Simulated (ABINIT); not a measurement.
Runs of ABINIT 10.8.3 (patched build) on MoSe2. It takes space group P6_3/mmc (No. 194, hexagonal). The conventional cell has a = 3.288 Å, b = 3.288 Å, c = 12.900 Å, α = 90.00°, β = 90.00°, γ = 120.00°. Mo (site symmetry -6m2) has 6 Se at 2.49 Å as nearest neighbours. Se (site symmetry 3m) has 3 Mo at 2.49 Å as nearest neighbours. 

```tsv
level	potentials or basis	k mesh	gap on the mesh (eV)	pressure (GPa)	largest force (eV/Å)
PBE	JTH PAW PBE v2.0	12 × 12 × 3	(b)	8.3	1.14
PBEsol	JTH PAW PBE v2.0	7 × 7 × 2	0.99	3.6	0.85
PBE	JTH PAW PBE v2.0	7 × 7 × 2	(a)	8.3	1.14
LDA	JTH PAW LDA v2.0	7 × 7 × 2	0.97	0.8	0.61
LDA	JTH PAW LDA v2.0	12 × 12 × 3	0.82	0.8	0.61
```

Alike in all rows: task single point; no spin polarisation; cell as given; cutoff (eV) 408; smearing fermi-dirac 0.05 eV.

**Question.** Estimate the missing entries.

**Answer.** (a) 1.02; (b) 0.88.

Caveats: an odd mesh through Γ misses points on the zone boundary, where band edges often lie; the cell's inner coordinates are idealised or old, which leaves forces on the atoms; this functional lacks dispersion, which binds the layers, so the pressure and a relaxed spacing across them are unreliable (some runs); the PAW data sets were made with another functional, which shifts forces and pressure a little (some runs).

A k mesh can miss the band edges, and the runs leave out spin-orbit coupling on Mo, Se.
